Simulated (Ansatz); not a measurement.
## Compressing TaSi2

These are results of DFT PBE, scalar-relativistic, plane waves, PAW (Ansatz 0.2.0), not measurements. Run with 420 eV cutoff, 9×9×6 k-mesh, Gaussian smearing of 0.10 eV, no spin polarisation.

The relaxed crystal:

```
Ta Si
1.0
     4.80501    0.00000    0.00000
    -2.40251    4.16126    0.00000
     0.00000    0.00000    6.59864
Ta Si
3 6
Direct
  0.50000 0.00000 0.00000
  0.50000 0.50000 0.66667
  0.00000 0.50000 0.33333
  0.15892 0.31783 0.00000
  0.84108 0.15892 0.66667
  0.68217 0.84108 0.33333
  0.84108 0.68217 0.00000
  0.15892 0.84108 0.66667
  0.31783 0.15892 0.33333
```

Cell and atoms are relaxed at each pressure within the symmetry of the start, at zero temperature, so transitions that lower the symmetry aren't seen. The k-mesh given is that at zero pressure and may differ at others. a, b and c are the lengths of the cell vectors above. ΔH is E + PV over the energy at zero pressure.

Spin–orbit coupling is left out, which can shift energies with elements as heavy as these.

```
P (GPa) V (Å³/atom) V/V0  a (Å) b (Å) c (Å)  ΔH (eV/atom)
     -2        14.83  1.011  4.825  4.825  6.618        -0.184
      0        14.66  1.000  4.805  4.805  6.599         0.000
      2        14.51  0.989  4.786  4.786  6.581         0.182
      5        14.29  0.975  4.759  4.759  6.555         0.451
     10        13.96  0.952  4.718  4.718  6.515         0.892
     20        13.40  0.914  4.648  4.648  6.444         1.745
```